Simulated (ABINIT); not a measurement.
Runs of ABINIT 10.8.3 (patched build) on GaP. Symmetry: F-43m, No. 216, cubic system. Conventional cell: a = 5.451 Å, b = 5.451 Å, c = 5.451 Å, α = 90.00°, β = 90.00°, γ = 90.00°. Ga (site symmetry -43m) is surrounded by 4 P at 2.36 Å. P (site symmetry -43m) has 4 Ga at 2.36 Å as nearest neighbours. 

```csv
task,level,potentials or basis,k mesh,cutoff (eV),smearing,share of exact exchange,most SCF steps,thinning of the exchange mesh (fockdownsampling),fine-grid cutoff,mesh quality,gap on the mesh (eV),V0 of scaled cells (Å³/atom),B0 (GPa)
single point,PBE0,SPMS NC PBE v1.0,6 × 6 × 6,816,fermi-dirac 0.05 eV,0.35,60,2 × 2 × 2,-,coarse,3.79,-,-
equation of state,r2SCAN,"Ansatz PAW PBE default generated set, frozen core",5 × 5 × 5,490,fermi-dirac 0.05 eV,-,-,-,979.61 eV,coarse,-,20.26,88
equation of state,r2SCAN,JTH PAW PBE v2.0,5 × 5 × 5,653,fermi-dirac 0.05 eV,-,-,-,1251.72 eV,coarse,-,20.23,88
single point,PBE,SPMS NC PBE v1.0,6 × 6 × 6,816,fixed,-,-,-,-,not flagged,(a),-,-
```

Alike in all rows: no spin polarisation; cell as given.

Problem. Estimate the missing entries.

Solution. (a) 1.65.

Caveats: some runs use coarse meshes; pressures at fixed basis lie under the slope of the energies (some runs); the PAW data sets were made with another functional, which shifts forces and pressure a little (some runs); exact exchange is summed on a coarse mesh, which widens gaps by tenths of an eV (some runs); the potentials were made for another functional, which shifts forces and pressure (some runs); the atomic spheres overlap (some runs).

A k mesh can miss the band edges, and the runs leave out spin-orbit coupling on Ga.
